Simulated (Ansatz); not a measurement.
**BN (zincblende): zone-centre phonons and dielectric response**

What experiment reports for this phase, and the runs try to reproduce:
- Raman mode: 1056 cm⁻¹ (TO mode at Gamma; Raman spectroscopy (quoted from earlier work); literature value for single-crystal cBN; paper notes modes depend on grain size, defect density and crystal colour; quoted in “Formation of cBN nanocrystals by He+ implantations of hBN”, 2010, arxiv:1003.3740)
- Raman mode: 1305 cm⁻¹ (LO mode at Gamma; Raman spectroscopy (quoted from earlier work); literature value for single-crystal cBN; paper notes modes depend on grain size, defect density and crystal colour; quoted in “Formation of cBN nanocrystals by He+ implantations of hBN”, 2010, arxiv:1003.3740)

Perturbation theory with PBEsol in the PAW code Ansatz on the PBEsol cell, ground state and force constants on a 10×10×10 mesh. The values are computed, spin-unpolarised.

Space group F-43m (No. 216), cubic; a = 3.606 Å in the conventional setting, 5.86 Å³ an atom. B is surrounded by 4 N at 1.56 Å; N is surrounded by 4 B at 1.56 Å.

```
B N
1.0
     0.00000    1.80285    1.80285
     1.80285    0.00000    1.80285
     1.80285    1.80285    0.00000
B N
1 1
Direct
  0.00000 0.00000 0.00000
  0.25000 0.25000 0.25000
```

Optical modes without the longitudinal term:

| ω (cm⁻¹) | degeneracy | IR intensity, summed over the level ((D/Å)²/amu) |
| --- | --- | --- |
| 1047 | 3 | 41.03 |

The optical mode at Γ lies at 1047 cm⁻¹ without the longitudinal term. With the long-range field the highest mode reaches 1278 cm⁻¹.

The clamped-ion dielectric constant comes out as 4.63 in all directions. With the ions relaxed, ε⁰ is 6.9 in all directions. Born charges, averaged over directions: B +1.90, N -1.90 e.

With one polar mode in a cubic crystal the Lyddane-Sachs-Teller relation applies: (ω_LO/ω_TO)² = (1277.8/1046.5)² = 1.491, and ε⁰/ε∞ = 6.905/4.632 = 1.491. The refractive index √ε∞ is 2.15.

For comparison, on the r2SCAN cell the mean ε∞ is 4.45 with r2SCAN (ground state on 10×10×10; least gap 5.00 eV), 4.60 with PBE (ground state on 10×10×10; least gap 4.48 eV).

Set against measured values:
- Raman mode at 1056 cm⁻¹ (TO mode at Gamma): the nearest PBEsol mode at Γ lies at 1047 cm⁻¹ (-0.9 %).
- Raman mode at 1305 cm⁻¹ (LO mode at Gamma): the nearest PBEsol mode at Γ, with the long-range field, lies at 1278 cm⁻¹ (-2.1 %).
Reports marked as nanostructured, strained, doped, implanted or mixed samples, and transport gaps, were set aside. Modes are paired by degeneracy and infrared activity, where the label gives them, and frequency; they are harmonic.
